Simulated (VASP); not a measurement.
The system is Au.

```
Au
1.0
     0.04510    2.05802    2.05147
     2.06115    0.03480    2.06177
     2.04923    2.05639    0.04673
Au
1
Direct
  0.00000 0.00000 0.00000
```

The cell isn't the ideal one: cell strained at random at fixed volume.

| Item | Value |
| --- | --- |
| Program | VASP 6.6.1 |
| Task | relaxation of cell and atoms |
| Functional | PBEsol |
| Dispersion | rVV10 |
| Potentials or basis | VASP PAW PBE potentials, release 64 (Au) |
| Cutoff | 600 eV |
| k mesh | 11 × 11 × 11 |
| Occupations | fermi-dirac, width 0.05 eV |
| Spin | no spin polarisation |

At the start: pressure 0.7 GPa; volume 16.85 Å³/atom.

Q: How do energy, volume and symmetry change on relaxing?

A: Over 5 steps the energy falls by 4.7 meV/atom and the volume is 16.90 Å³/atom (+0.3 %); space group Fm-3m (No. 225, to 0.05 Å).

Step by step:
| step | energy change (eV) | largest force (eV/Å) | pressure (GPa) | volume (Å³) |
| --- | --- | --- | --- | --- |
| 1 | 0.0000 | 0.0000 | 0.71 | 16.85 |
| 2 | -0.0036 | 0.0000 | -1.34 | 17.03 |
| 3 | -0.0036 | 0.0000 | -1.46 | 17.05 |
| 4 | -0.0036 | 0.0000 | 1.56 | 16.76 |
| 5 | -0.0047 | 0.0000 | 0.01 | 16.90 |

Final structure:
```yaml
crystal:
  lattice:
    - [0.00050, 2.03831, 2.03686]
    - [2.03667, 0.00017, 2.03722]
    - [2.03612, 2.03812, 0.00070]
  atoms:
    - { symbol: Au, position: [0.00000, 0.00000, 0.00000] }
```

Caveat: the PAW data sets were made with another functional, which shifts forces and pressure a little.
